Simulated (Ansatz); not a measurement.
The system is Ru.

```
CELL_PARAMETERS angstrom
2.70580 0.00000 0.00000
-1.35290 2.34329 0.00000
0.00000 0.00000 4.28190
ATOMIC_POSITIONS crystal
Ru 0.66667 0.33333 0.75000
Ru 0.33333 0.66667 0.25000
```

A run of Ansatz 0.2.0 on this cell left the log below. Logs are shortened: lines on timing, memory, paths and dates and some standing lists are left out, and cuts for length are marked.

```text
Warning: RAYON_NUM_THREADS=2 ignored (pool sized by the plan → 2); use --threads N
scf.n_extra_bands = 6 over 16 filled bands (N_el = 32.0): the run solves 22 bands
Engine: ansatz 0.2.0, aarch64-unknown-linux-gnu
Pseudopotentials: kind: paw
Pseudopotential: Ru, paw, valence charge 16, recommended cutoff 660 eV (normal), Ru.paw.azcp
Functional definition: PBEsol
  exchange = pbesol_x
  correlation = pbesol_c
Crystal: 2 atoms, lattice volume = 27.149 Å³
Basis set: ecut = 660 eV, 1085 PW (Γ), exchange–correlation on 60×60×90 points (8 copies of the dense FFT grid, shifted against one another)
Bands: 22, of which v1, the nominal top of the filled ones, is band 16 counted from 1 (15 counted from 0)
Symmetry: 24 space group operations
Space group: P63/mmc (ITA 194), of the structure as read, at distance tolerance 3.0e-5 Å
k-points: 64 of 726
Non-local potential: Ru, projectors of the file, l = 0: 3, l = 1: 2, l = 2: 2, l = 3: 2
PAW form: soft (Blöchl's): semilocal exchange-correlation on the pseudo side does not see the compensation charge
PAW frozen core: Ru, regenerated for the run's functional, and the local potential with it (the file was generated under x = pbe(κ = 0.804, μ = 0.2195149727645171), c = pbe(β = 0.06672455060314922))
PAW one-centre angular grid: Ru, 590 points (default); XC on 64 Gauss nodes
Initial density: superposition of atomic densities (chi_scale 0.1, normalization cell)
Initial wavefunctions: pseudopotential atomic-orbital guess
Functional: x = pbesol(κ = 0.804, μ = 0.12345679012345678), c = pbesol(β = 0.046)
SCF iter   1: F=—  HF=-11636.364639 eV  |F-HF|=—  |Δ(HF+E_count)|=         —  Δρ=1.32e-1  dr2=4.27e0  ethr=3.10e-3  ⟨swp⟩=5.6  Hψ=5622  notcnv=0
preconditioner: auto → none  [metal: Δε(μ)=0.071 eV  Ē_g=9.267 eV  σ=0.050 eV  W_gap=0.33  n_scr=8 (ndim 8)  ℏωp=28.5 eV  f_vac=0.000  D(μ)=1.93/eV (n_scr^D=22)  sad-step TF]
SCF iter   2: F=—  HF=-11635.377939 eV  |F-HF|=—  |Δ(HF+E_count)|=   9.87e-1  Δρ=7.68e-2  dr2=1.41e0  ethr=3.10e-3  ⟨swp⟩=2.5  Hψ=2738  notcnv=0  defer=49
SCF iter   3: F=—  HF=-11634.914285 eV  |F-HF|=—  |Δ(HF+E_count)|=   4.64e-1  Δρ=3.95e-3  dr2=2.24e-3  ethr=3.10e-3  ⟨swp⟩=2.3  Hψ=2321  notcnv=0  defer=49
SCF iter   4: F=—  HF=-11634.915602 eV  |F-HF|=—  |Δ(HF+E_count)|=   1.32e-3  Δρ=7.62e-4  dr2=7.66e-5  ethr=6.99e-6  ⟨swp⟩=2.2  Hψ=2715  notcnv=0  defer=42
SCF iter   5: F=—  HF=-11634.915571 eV  |F-HF|=—  |Δ(HF+E_count)|=   3.08e-5  Δρ=1.06e-4  dr2=1.09e-6  ethr=2.40e-7  ⟨swp⟩=2.8  Hψ=2351  notcnv=0  defer=42
SCF iter   6: F=-11634.915571 eV  HF=-11634.915571 eV  |F-HF|=2.39e-9  |Δ(HF+E_count)|=   2.02e-7  Δρ=2.05e-5  dr2=3.68e-8  ethr=3.13e-10  ⟨swp⟩=11.1  Hψ=11264  notcnv=0
SCF 1 converged in 6 iterations: F = -11634.915571 eV  dr2 = 3.68e-8
  Residual-converged pass: ⟨swp⟩=1.0  Hψ=1665  notcnv=0  max |occ|·‖R‖ = 7.0e-9 eV (tolerance 1.0e-8 eV)  dr2=3.68e-8  dr2_onsite=2.91e-8  max |Δocc| = 2.6e-13
  greatest PAW one-centre occupation: 0.955 electrons in one spin orbital (limit 2), on the Ru atom at site 1 (counted from 0), in its partial waves of l = 0
NSCF: frozen V_eff on 129 k-points
SCF converged after 6 iterations
Free energy (F): -11634.915571 eV
Harris-Foulkes:  -11634.915571 eV  (|F-HF|=2.39e-9)
Internal energy: -11634.898776 eV  (E = F + TS)
E sigma→0 (E₀):  -11634.907173 eV
Entropy (-TS):   -0.016796 eV (-8.398 meV/atom)
Fermi energy:    23.281471 eV
--- Per-component energies (eV) ---
  E_band       = -110.856301
  E_kinetic    = 1628.565331
  E_local      = -3458.898737  (includes V_loc(G=0)·N_el)
  E_nonlocal   = 1033.469873
  E_hartree    = 802.060486
  E_xc         = -576.956125
  E_vxc        = -705.530178  (∫ρ·V_xc dr)
  E_paw        = -6601.190483  (= ΣΔE_a)
  E_vpaw       = -212.590198  (= ΣTr[D̂ρ^β])
  E_aug_tail   = -0.000009  (compensation charges beyond the density's cutoff)
  E_ewald      = -4462.455271
  E_core_change = 0.506160  (= ΣΔE_core)
  E_smearing   = -0.016796  (= −TS)
  E_closure    = 0.000000  (closes the sum)
  Σ components = -11634.915571   (vs F -11634.915571, Δ=0.00e0)
--- Forces (eV/Å), atoms counted from 1 ---
  atom   1  Ru     0.00000000    -0.00000000     0.00000000
  atom   2  Ru    -0.00000000     0.00000000    -0.00000000
  max |Σ_I F_I| component: 1.85e-17 eV/Å
--- Stress (GPa, compression-positive) ---
       -6.024730      -0.000000      -0.000000
        0.000000      -6.024730      -0.000000
       -0.000000      -0.000000      -6.581314
  P = ⅓ Tr σ = -6.2103 GPa (-62.103 kbar)
--- Band table (eV; the first three rows and the last of 64) ---
  k-point 0: bands = ["-49.7066", "-49.5006", "-20.2162", "-19.2735", "-19.2735", "-19.1018", "-19.1018", "-19.0602", "15.2886", "17.1080", "20.7439", "20.7439", "20.9187", "21.4304", "21.4304", "21.9604", "21.9604", "24.5488", "24.5488", "24.5791", "33.6183", "38.1005"]
  k-point 1: bands = ["-49.6930", "-49.5145", "-20.1421", "-19.2621", "-19.2621", "-19.1413", "-19.1134", "-19.1134", "15.5963", "17.2062", "20.5925", "20.5925", "20.7690", "21.2552", "21.2552", "22.3550", "22.3550", "23.6260", "24.5563", "24.5563", "34.8916", "37.6018"]
  k-point 2: bands = ["-49.6557", "-49.5527", "-19.9375", "-19.3601", "-19.2309", "-19.2309", "-19.1451", "-19.1451", "16.4054", "17.3918", "20.4709", "20.4709", "20.4754", "20.8882", "20.8882", "21.8446", "23.1375", "23.1375", "24.4064", "24.4064", "37.2965", "37.4704"]
  k-point 63: bands = ["-49.4853", "-49.4853", "-19.9890", "-19.9890", "-19.6799", "-19.6799", "-19.2614", "-19.2614", "18.4358", "18.4358", "19.3425", "19.3425", "20.6082", "20.6082", "22.2501", "22.2501", "24.6432", "24.6432", "31.0776", "31.0776", "34.1807", "34.1807"]
```

Q: Write the input and the command behind it.

A: Band structure with PBEsol, no spin polarisation. The files as run (others can give the same):

input.yaml
```yaml
crystal:
  lattice:
    - [2.7058, 0.0, 0.0]
    - [-1.3529, 2.3432915376, 0.0]
    - [0.0, 0.0, 4.2819]
  atoms:
    - { symbol: Ru, position: [0.6666666667, 0.3333333333, 0.75] }
    - { symbol: Ru, position: [0.3333333333, 0.6666666667, 0.25] }
hamiltonian:
  xc: pbesol
  pseudopotentials: { kind: paw, source: ansatz }
kpoints:
  mp_grid: { grid: [11, 11, 6] }
  band_path:
    path:
      - [[0.0, 0.0, 0.0], [0.5, 0.0, 0.0], [0.3333333333, 0.3333333333, 0.0], [0.0, 0.0, 0.0], [0.0, 0.0, 0.5], [0.5, 0.0, 0.5], [0.3333333333, 0.3333333333, 0.5], [0.0, 0.0, 0.5]]
      - [[0.5, 0.0, 0.5], [0.5, 0.0, 0.0]]
      - [[0.3333333333, 0.3333333333, 0.0], [0.3333333333, 0.3333333333, 0.5]]
    npoints: 14
scf:
  occupations: { method: fermi_dirac, width: 0.05 }
  n_extra_bands: 6
output:
  forces: true
  stress: true
  eigenvalues: true
  fatbands: true
  write_density: true
  write_potential: true
  elf: true
  volumetric_format: npy
```

Potentials or basis: Ansatz PAW earlier set.
Run with:
```bash
$ ansatz run input.yaml --threads 2 --pin off --max-ram 5632MiB --backend cpu --events-out ev --progress --plain --runs-dir out
```

Caveat: the PAW data sets come from PBE, with cores solved anew for the run's functional, which leaves a small shift of forces and pressure.
